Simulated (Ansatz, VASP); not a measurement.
# Cross-check of Co (free-standing triangular Co monolayer, spacing 2.65 A) between VASP and Ansatz

Wanted: the spread between two codes on one cell, functional and k mesh. The cell is taken from a series of runs on this material, whose earlier steps may have relaxed, scaled, displaced or heated it; both programs get it as it stands.

Calculated with Ansatz 0.2.0; plane waves, with VASP 6.6.1 beside it; single point at PBE.

**1. The structure**

The cell holds 1 atom: 1 Co. Its edges and angles: a = 2.650 Å, b = 2.650 Å, c = 14.000 Å, α = 90.0°, β = 90.0°, γ = 120.0°. As first built, before any earlier steps moved the atoms (in the runner's words): model lattice. Vacuum lies along c.

**2. Ansatz: single point, PBE**

Ansatz runs on its PAW soft_1 files.

A single point gives forces, pressure and levels at one fixed geometry, so differences don't come from the geometry; what else differs is listed under the comparison.

File input.yaml:

```yaml
crystal:
  lattice:
    - [2.65, 0.0, 0.0]
    - [-1.325, 2.294967, 0.0]
    - [0.0, 0.0, 14.0]
  atoms:
    - { symbol: Co, position: [0.0, 0.0, 0.5], spin: 2.0 }
magnetization:
  spin_polarized: true
kpoints:
  mp_grid: { grid: [20, 20, 1] }
hamiltonian:
  xc: pbe
  pseudopotentials: { kind: paw, azcp: { folder: soft_1 } }
scf:
  occupations: { method: fermi_dirac, width: 0.05 }
  lower_state_search: "off"
checkpoint:
  write: ground.run
  compress: false
  write_wavefunctions: false
  write_every: 100000
```

Command:

```console
$ ansatz run input.yaml --threads 4 --pin off --max-ram 8192MiB --backend cpu --events-out ev --progress --plain --runs-dir out
```

Numbers of over 12 decimals in the logs are rounded to 6 here.

The program printed:

```text
Engine: ansatz 0.2.0, x86_64-unknown-linux-gnu
Pseudopotentials: kind: paw
Pseudopotential: Co, paw, valence charge 17, recommended cutoff 420 eV (normal), soft_1/Co.paw.azcp
Functional definition: PBE
  parameter kappa = 0.804
  parameter beta = 0.066725
  exchange = pbe_x(kappa = kappa, mu = beta*pi^2/3)
  correlation = pbe_c(beta = beta)
Crystal: 1 atoms, lattice volume = 85.143 Å³
Basis set: ecut = 420 eV, 1673 PW (Γ)
Bands: 14, of which v1, the nominal top of the filled ones, is band 9 counted from 1 (8 counted from 0)
Symmetry: 24 space group operations
Space group: P6/mmm (ITA 191), of the structure as read, at distance tolerance 4.4e-5 Å
Magnetic group: BNS 191.233 (UNI 1463), of the structure as read, at distance tolerance 4.4e-5 Å
k-points: 44 of 400
Non-local potential: Co, projectors of the file, l = 0: 3, l = 1: 2, l = 2: 3, l = 3: 1
PAW form: soft (Blöchl's): semilocal exchange-correlation on the pseudo side does not see the compensation charge
PAW one-centre angular grid: Co, 590 points (default); XC on 64 Gauss nodes
Initial density: superposition of atomic densities (neutral atoms: chi_scale 0, normalization atom)
Starting moments: Σ|m| = 2 μB on 1 of 1 site
Initial wavefunctions: pseudopotential atomic-orbital guess
Functional: x = pbe(κ = 0.804, μ = 0.219515), c = pbe(β = 0.066725)
SCF iter   1: F=—  HF=-5124.617890 eV  |F-HF|=—  |Δ(HF+E_count)|=         —  Δρ=3.40e-2 (↑3.40e-2 ↓3.02e-2)  dr2=2.70e0  dr2_m=6.50e-2  M=1.854 μB ∫|m|=1.878 μB  β_m=1.00  ethr=3.10e-3  ⟨swp⟩=5.8  Hψ=7015  notcnv=0
preconditioner: auto → LDOS  [metal: Δε(μ)=0.021 eV  Ē_g=8.756 eV  σ=0.050 eV  W_gap=0.10  n_scr=8 (ndim 8)  ℏωp=12.1 eV  f_vac=0.692  D(μ)=3.51/eV (n_scr^D=12)]
spin=Collinear: LDOS preconditioning applied to the charge; magnetization (m = ρ↑ − ρ↓) channel mixes plain (no charge-response kernel on spin).
SCF iter   2: F=—  HF=-5124.426342 eV  |F-HF|=—  |Δ(HF+E_count)|=   1.92e-1  Δρ=2.31e-2 (↑2.31e-2 ↓9.20e-3)  dr2=9.84e-1  dr2_m=4.82e-2  M=1.891 μB ∫|m|=1.993 μB  β_m=1.00  ethr=3.10e-3  ⟨swp⟩=2.9  Hψ=2736  notcnv=0  defer=35
SCF iter   3: F=—  HF=-5124.248998 eV  |F-HF|=—  |Δ(HF+E_count)|=   1.77e-1  Δρ=9.36e-3 (↑9.36e-3 ↓5.32e-3)  dr2=1.77e-1  dr2_m=1.87e-2  M=1.929 μB ∫|m|=2.060 μB  β_m=1.00  ethr=3.10e-3  ⟨swp⟩=2.4  Hψ=1729  notcnv=0  defer=35
SCF iter   4: F=—  HF=-5124.227572 eV  |F-HF|=—  |Δ(HF+E_count)|=   2.14e-2  Δρ=5.25e-3 (↑4.61e-3 ↓5.25e-3)  dr2=2.95e-2  dr2_m=8.38e-3  M=1.968 μB ∫|m|=2.114 μB  β_m=1.00  ethr=1.04e-3  ⟨swp⟩=2.2  Hψ=2030  notcnv=0  defer=35
SCF iter   5: F=—  HF=-5124.254394 eV  |F-HF|=—  |Δ(HF+E_count)|=   2.68e-2  Δρ=3.60e-3 (↑3.05e-3 ↓3.60e-3)  dr2=1.99e-3  dr2_m=7.05e-3  M=2.020 μB ∫|m|=2.169 μB  β_m=1.00  ethr=1.73e-4  ⟨swp⟩=2.9  Hψ=2257  notcnv=0  defer=35
SCF iter   6: F=—  HF=-5124.261084 eV  |F-HF|=—  |Δ(HF+E_count)|=   6.69e-3  Δρ=2.26e-3 (↑1.13e-3 ↓2.26e-3)  dr2=3.34e-3  dr2_m=8.44e-4  M=2.035 μB ∫|m|=2.191 μB  β_m=1.00  ethr=1.17e-5  ⟨swp⟩=2.3  Hψ=2105  notcnv=0  defer=35
SCF iter   7: F=—  HF=-5124.271059 eV  |F-HF|=—  |Δ(HF+E_count)|=   9.98e-3  Δρ=5.60e-4 (↑4.58e-4 ↓5.60e-4)  dr2=4.02e-4  dr2_m=9.44e-5  M=2.032 μB ∫|m|=2.188 μB  β_m=0.30  ethr=1.17e-5  ⟨swp⟩=2.1  Hψ=2224  notcnv=0  defer=35
Mixer restart at iter 7: flushing history
spin-set hold released at iteration 7 (site moments contracting): the magnetisation degrees of freedom join the quasi-Newton model from the next iteration; the mixer history was flushed
SCF iter   8: F=—  HF=-5124.277719 eV  |F-HF|=—  |Δ(HF+E_count)|=   6.66e-3  Δρ=6.08e-4 (↑4.79e-4 ↓6.08e-4)  dr2=1.27e-4  dr2_m=2.02e-4  M=2.037 μB ∫|m|=2.196 μB  β_m=0.65  ethr=2.37e-6  ⟨swp⟩=2.0  Hψ=2237  notcnv=0  defer=34
SCF iter   9: F=—  HF=-5124.285054 eV  |F-HF|=—  |Δ(HF+E_count)|=   7.34e-3  Δρ=8.11e-4 (↑8.11e-4 ↓4.13e-4)  dr2=4.15e-4  dr2_m=1.24e-4  M=2.043 μB ∫|m|=2.212 μB  β_m=0.66  ethr=7.46e-7  ⟨swp⟩=2.4  Hψ=2427  notcnv=0  defer=34
SCF iter  10: F=—  HF=-5124.285142 eV  |F-HF|=—  |Δ(HF+E_count)|=   8.77e-5  Δρ=7.59e-4 (↑3.87e-5 ↓7.59e-4)  dr2=3.12e-4  dr2_m=1.11e-4  M=2.045 μB ∫|m|=2.218 μB  β_m=0.77  ethr=7.46e-7  ⟨swp⟩=2.0  Hψ=2513  notcnv=0  defer=33
SCF iter  11: F=—  HF=-5124.285175 eV  |F-HF|=—  |Δ(HF+E_count)|=   3.34e-5  Δρ=2.53e-4 (↑4.53e-5 ↓2.53e-4)  dr2=2.12e-5  dr2_m=1.61e-5  M=2.044 μB ∫|m|=2.218 μB  β_m=0.88  ethr=7.46e-7  ⟨swp⟩=2.1  Hψ=1843  notcnv=0  defer=33
SCF iter  12: F=—  HF=-5124.285222 eV  |F-HF|=—  |Δ(HF+E_count)|=   4.71e-5  Δρ=1.69e-4 (↑3.89e-5 ↓1.69e-4)  dr2=8.26e-6  dr2_m=6.13e-6  M=2.043 μB ∫|m|=2.217 μB  β_m=0.90  ethr=1.25e-7  ⟨swp⟩=2.1  Hψ=2272  notcnv=0  defer=31
SCF iter  13: F=—  HF=-5124.285241 eV  |F-HF|=—  |Δ(HF+E_count)|=   1.80e-5  Δρ=1.29e-4 (↑8.49e-6 ↓1.29e-4)  dr2=9.63e-6  dr2_m=3.26e-6  M=2.043 μB ∫|m|=2.217 μB  β_m=0.95  ethr=4.86e-8  ⟨swp⟩=2.0  Hψ=2178  notcnv=0  defer=31
SCF iter  14: F=—  HF=-5124.285242 eV  |F-HF|=—  |Δ(HF+E_count)|=   1.52e-6  Δρ=2.13e-5 (↑2.04e-5 ↓2.13e-5)  dr2=1.01e-6  dr2_m=1.40e-8  M=2.043 μB ∫|m|=2.217 μB  β_m=0.92  ethr=4.86e-8  ⟨swp⟩=2.0  Hψ=1519  notcnv=0  defer=31
iter 15 met the thresholds in force, and the SCF goes on: an eigenvalue changes by 1.04 meV, over its tolerance of 0.50 meV (output.eigenvalues, Limitations)
SCF iter  15: F=-5124.285242 eV  HF=-5124.285242 eV  |F-HF|=8.74e-9  |Δ(HF+E_count)|=   3.33e-7  Δρ=4.43e-6 (↑8.46e-7 ↓4.43e-6)  dr2=1.56e-8  dr2_m=2.83e-9  M=2.043 μB ∫|m|=2.217 μB  β_m=0.90  ethr=5.88e-10  ⟨swp⟩=1.6  Hψ=3438  notcnv=0
SCF iter  16: F=-5124.285242 eV  HF=-5124.285242 eV  |F-HF|=3.73e-11  |Δ(HF+E_count)|=   3.61e-9  Δρ=2.41e-7 (↑8.86e-8 ↓2.41e-7)  dr2=1.93e-11  dr2_m=1.65e-11  M=2.043 μB ∫|m|=2.217 μB  ethr=9.19e-11  ⟨swp⟩=1.0  Hψ=3164  notcnv=0
SCF 1 converged in 16 iterations: F = -5124.285242 eV  dr2 = 1.93e-11
  greatest PAW one-centre occupation: 1.002 electrons in one spin orbital (limit 2), on the Co atom at site 0 (counted from 0), in its partial waves of l = 1
SCF converged after 16 iterations
an eigenvalue changed by more than its tolerance at an iteration that met the thresholds in force, so the SCF went on 1 time: the last check found none over its tolerance
Magnetization: 2.0433 μB (9.5217 up, 7.4783 down)
Absolute magnetization: 2.2172 μB (∫|ρ↑−ρ↓|, with the PAW one-centre terms)
Spin contamination: 0.0491 ħ² per cell (⟨S²⟩ above its minimum at these occupations)
Per-site moments (μB) at R_I (Å): [(2.106071, 1.093125)]
Free energy (F): -5124.285242 eV
Harris-Foulkes:  -5124.285242 eV  (|F-HF|=3.73e-11)
Internal energy: -5124.262928 eV  (E = F + TS)
E sigma→0 (E₀):  -5124.274085 eV
Entropy (-TS):   -0.022314 eV (-22.314 meV/atom)
Fermi energy:    -1.672176 eV
--- Per-component energies (eV) ---
  E_band       = -584.147194
  E_kinetic    = 285.862357
  E_local      = -11149.874772  (includes V_loc(G=0)·N_el)
  E_nonlocal   = 437.153754
  E_hartree    = 5256.613125
  E_xc         = -88.067898
  E_vxc        = -112.976390  (∫ρ·V_xc dr)
  E_paw        = -1573.578478  (= ΣΔE_a)
  E_vpaw       = -557.538011  (= ΣTr[D̂ρ^β])
  E_aug_tail   = -0.000025  (compensation charges beyond the density's cutoff)
  E_ewald      = 1707.629009
  E_smearing   = -0.022314  (= −TS)
  E_closure    = 0.000000  (closes the sum)
  Σ components = -5124.285242   (vs F -5124.285242, Δ=0.00e0)
```

**3. VASP: single point, PBE**

The same cell, functional, mesh and smearing now go to VASP, with its own data sets.

Lines of VASP's logs that name or quote its potential files are left out, and so is its time.

File INCAR:

```
SYSTEM = Co
PREC = Accurate
ENCUT = 520
EDIFF = 1E-06
NELM = 200
ISMEAR = -1
SIGMA = 0.05
LREAL = .FALSE.
ALGO = Normal
GGA = PE
NBANDS = 13
ISPIN = 2
MAGMOM = 2.11
LASPH = .TRUE.
LMAXMIX = 4
LORBIT = 11
LWAVE = .FALSE.
LCHARG = .FALSE.
ISIF = 2
GGA_COMPAT = .FALSE.
```

File POSCAR:

```
Co
1.0
    2.6500000000      0.0000000000      0.0000000000
   -1.3250000000      2.2949670000      0.0000000000
    0.0000000000      0.0000000000     14.0000000000
Co
1
Direct
    0.0000000000      0.0000000000      0.5000000000
```

File KPOINTS:

```
Automatic mesh
0
Gamma
20 20 1
0 0 0
```

PAW data sets: Co (PBE family, release 64).

Command:

```console
$ mpirun -np 1 vasp_std
```

The program printed:

```text
[banner, memory and clock lines left out]
running    1 mpi-ranks, on    1 nodes
 distrk:  each k-point on    1 cores,    1 groups
 distr:  one band on    1 cores,    1 groups

 POSCAR found type information on POSCAR Co
 POSCAR found :  1 types and       1 ions
 LDA part: xc-table for (Slater+PW92), standard interpolation
 POSCAR, INCAR and KPOINTS ok, starting setup
 FFT: planning ... GRIDC
 FFT: planning ... GRID_SOFT
 FFT: planning ... GRID
 WAVECAR not read
 entering main loop
       N       E                     dE             d eps       ncg     rms          rms(c)
DAV:   1     0.377153579087E+02    0.37715E+02   -0.30799E+03  2288   0.501E+02
DAV:   2    -0.466452651334E+01   -0.42380E+02   -0.39181E+02  2486   0.119E+02
DAV:   3    -0.585536055730E+01   -0.11908E+01   -0.11841E+01  2759   0.243E+01
DAV:   4    -0.587040615765E+01   -0.15046E-01   -0.15044E-01  3164   0.292E+00
DAV:   5    -0.587062468753E+01   -0.21853E-03   -0.21853E-03  2811   0.273E-01    0.864E+00
DAV:   6    -0.610017757672E+01   -0.22955E+00   -0.23886E+01  2818   0.488E+01    0.107E+01
DAV:   7    -0.520714817986E+01    0.89303E+00   -0.42936E+00  2604   0.201E+01    0.220E+00
DAV:   8    -0.517329629851E+01    0.33852E-01   -0.34457E-01  2393   0.464E+00    0.104E+00
DAV:   9    -0.516867172167E+01    0.46246E-02   -0.26395E-02  2438   0.119E+00    0.521E-01
DAV:  10    -0.517051840153E+01   -0.18467E-02   -0.73536E-03  2368   0.778E-01    0.377E-01
DAV:  11    -0.517122705966E+01   -0.70866E-03   -0.32280E-03  2483   0.616E-01    0.272E-01
DAV:  12    -0.517093200555E+01    0.29505E-03   -0.36401E-03  2488   0.558E-01    0.173E-01
DAV:  13    -0.517094505495E+01   -0.13049E-04   -0.84459E-04  2433   0.299E-01    0.691E-02
DAV:  14    -0.517096121243E+01   -0.16157E-04   -0.31666E-04  2313   0.139E-01    0.227E-02
DAV:  15    -0.517105881396E+01   -0.97602E-04   -0.98472E-05  2373   0.680E-02    0.120E-02
DAV:  16    -0.517109487848E+01   -0.36065E-04   -0.18059E-05  2338   0.275E-02    0.962E-03
DAV:  17    -0.517113313926E+01   -0.38261E-04   -0.10815E-05  2378   0.226E-02    0.666E-03
DAV:  18    -0.517111508289E+01    0.18056E-04   -0.11190E-05  2448   0.132E-02    0.576E-03
DAV:  19    -0.517117989146E+01   -0.64809E-04   -0.42737E-06  2498   0.142E-02    0.295E-03
DAV:  20    -0.517122708895E+01   -0.47197E-04   -0.23777E-06  2448   0.711E-03    0.125E-03
DAV:  21    -0.517126223168E+01   -0.35143E-04   -0.21448E-06  2363   0.490E-03    0.757E-04
DAV:  22    -0.517126871515E+01   -0.64835E-05   -0.31998E-07  2413   0.274E-03    0.560E-04
DAV:  23    -0.517126955711E+01   -0.84197E-06   -0.21758E-08  2339   0.115E-03
   1 F= -.51712696E+01 E0= -.51593508E+01  d E =-.238376E-01  mag=     2.0270
```

Parts of OUTCAR (step 3):

```text
ion  position               nearest neighbor table
   1  0.000  0.000  0.500-

  LATTYP: Found a hexagonal cell.
 ALAT       =     2.6500000000
 C/A-ratio  =     5.2830188679

 Subroutine GETGRP returns: Found 24 space group operations
 (whereof 24 operations were pure point group operations)

The static configuration has the point symmetry D_6h.

 Found     44 irreducible k-points:

   k-points           NKPTS =     44   k-points in BZ     NKDIM =     44   number of bands    NBANDS=     13

   dimension x,y,z NGX =    20 NGY =   20 NGZ =  108
   dimension x,y,z NGXF=    40 NGYF=   40 NGZF=  216

   ENCUT  =  520.0 eV  38.22 Ry    6.18 a.u.   4.93  4.93 26.03*2*pi/ulx,y,z

   NELECT =       9.0000    total number of electrons

 k-points in reciprocal lattice and weights: Automatic mesh
   0.00000000  0.00000000  0.00000000       0.003
   0.05000000  0.00000000  0.00000000       0.015
   0.10000000  0.00000000  0.00000000       0.015
   0.15000000  0.00000000  0.00000000       0.015
   0.20000000  0.00000000  0.00000000       0.015
   0.25000000  0.00000000  0.00000000       0.015
   0.30000000  0.00000000  0.00000000       0.015
   0.35000000  0.00000000  0.00000000       0.015
   0.40000000  0.00000000  0.00000000       0.015
[...]
0.30000000  0.30000000  0.00000000       0.015
   0.35000000  0.30000000  0.00000000       0.015

 average (electrostatic) potential at core
       1 -91.2661

 E-fermi :  -2.7555

 spin component 1
 k-point     1 :       0.0000    0.0000    0.0000
  band No.  band energies     occupation
    ...
      2      -5.2947      1.00000
      3      -4.9952      1.00000
      4      -4.9952      1.00000
      5      -4.4059      1.00000
      6      -4.4059      1.00000
      7      -2.0207      0.00000
      8       1.6104      0.00000
      9       2.7126      0.00000
     10       3.1022      0.00000
     11       6.1094      0.00000
    ...

 k-point     2 :       0.0500    0.0000    0.0000
  band No.  band energies     occupation
    ...
      2      -5.2770      1.00000
      3      -5.0150      1.00000
      4      -4.9662      1.00000
      5      -4.4693      1.00000
      6      -4.4115      1.00000
      7      -1.9014      0.00000
      8       1.6794      0.00000
      9       2.7878      0.00000
     10       3.1702      0.00000
     11       6.1848      0.00000
    ...

 k-point     3 :       0.1000    0.0000    0.0000
  band No.  band energies     occupation
    ...
      2      -5.2248      1.00000
      3      -5.0686      1.00000
      4      -4.8814      1.00000
      5      -4.6298      1.00000
      6      -4.4277      1.00000
      7      -1.5717      0.00000
      8       1.8863      0.00000
      9       3.0125      0.00000
     10       3.3747      0.00000
     11       6.4107      0.00000
    ...

 k-point     4 :       0.1500    0.0000    0.0000
  band No.  band energies     occupation
    ...
      2      -5.1526      1.00000
      3      -5.1237      1.00000
      4      -4.8343      1.00000
      5      -4.7469      1.00000
      6      -4.4529      1.00000
      7      -1.0802      0.00000
      8       2.2317      0.00000
      9       3.3848      0.00000
     10       3.7159      0.00000
     11       6.7851      0.00000
    ...

 k-point     5 :       0.2000    0.0000    0.0000
  band No.  band energies     occupation
    ...
      2      -5.1854      1.00000
      3      -5.0448      1.00000
      4      -5.0076      1.00000
      5      -4.5727      1.00000
      6      -4.4845      1.00000
      7      -0.4592      0.00000
      8       2.7157      0.00000
      9       3.9021      0.00000
     10       4.1945      0.00000
     11       7.3052      0.00000
    ...

 k-point     6 :       0.2500    0.0000    0.0000
  band No.  band energies     occupation
    ...
      2      -5.2401      1.00000
      3      -5.1331      1.00000
      4      -4.7863      1.00000
      5      -4.5194      1.00000
      6      -4.3732      1.00000
      7       0.2766      0.00000
      8       3.3381      0.00000
      9       4.5611      0.00000
     10       4.8093      0.00000
     11       7.9664      0.00000
    ...

  Total       -3.1975386     -3.1975377     -0.0025328      0.0000000     -0.0000000      0.0000000
  in kB      -60.1694473    -60.1694305     -0.0476612      0.0000000     -0.0000000      0.0000000
  external PRESSURE =     -40.1288463 kB  Pullay stress =       0.0000000 kB

  energy-cutoff  :      520.00
  volume of cell :       85.14
      direct lattice vectors                 reciprocal lattice vectors
     2.650000000  0.000000000  0.000000000     0.377358491  0.217868056  0.000000000
    -1.325000000  2.294967000  0.000000000     0.000000000  0.435736113  0.000000000
     0.000000000  0.000000000 14.000000000     0.000000000  0.000000000  0.071428571

 POSITION                                       TOTAL-FORCE (eV/Angst)
 -----------------------------------------------------------------------------------
      0.00000      0.00000      7.00000         0.000000      0.000000      0.000000
 -----------------------------------------------------------------------------------
    total drift:                               -0.000000      0.000000      0.000000

  FREE ENERGIE OF THE ION-ELECTRON SYSTEM (eV)
  ---------------------------------------------------
  free  energy   TOTEN  =        -5.1712695571 eV

  energy  without entropy=       -5.1474319469  energy(sigma->0) =       -5.15935075

 total charge
# of ion       s       p       d       tot
------------------------------------------
    1        0.436   0.216   7.119   7.771

 magnetization (x)
# of ion       s       p       d       tot
------------------------------------------
    1        0.010  -0.021   2.075   2.065

[... 6 further parts left out ...]
```

The cell holds one magnetic atom, so no antiferromagnetic order fits into it.

**4. Side by side**

Known differences besides the potentials themselves: VASP starts from the moments at which Ansatz ended; the data sets hold 17 valence electrons in Ansatz (on its PAW soft_1 files) and 9 in VASP; the cutoff is 420 eV in Ansatz and 520 eV in VASP; site moments are counted in spheres of each program's own size. Total energies have different zeros and are not compared.

Compared:

```csv
quantity,Ansatz,VASP,difference
total moment (μB),2.04,2.03,+0.02
moment on Co1 (μB),2.11,2.06,+0.04
```

With vacuum in the cell, a pressure given here is an average over mostly empty space and none of the material.

**5. Outcome**

| Property | Result |
| --- | --- |
| difference in total moment (single point, PBE) | 0.016 μB |

In words: The difference in total moment is 0.016 μB (single point, PBE). The data sets hold unlike numbers of valence electrons (17 in Ansatz and 9 in VASP), so part of the differences comes from the potentials. Such differences can come from data sets, numerical settings and the points named under the comparisons, not from the functional's error against experiment.

[Lines on the potential files, build, host, timing and source positions are cut from VASP's logs without a mark.]

[Logs are printed without paths, hosts, clocks, repeated set-up lines and the standing remarks that a program may print on its own settings, such as how far it seeks lower states.]

[Hosts, paths, dates, database ids (printed as entryN), source tags and the programs' standing remarks are cut or masked in the printed files.]
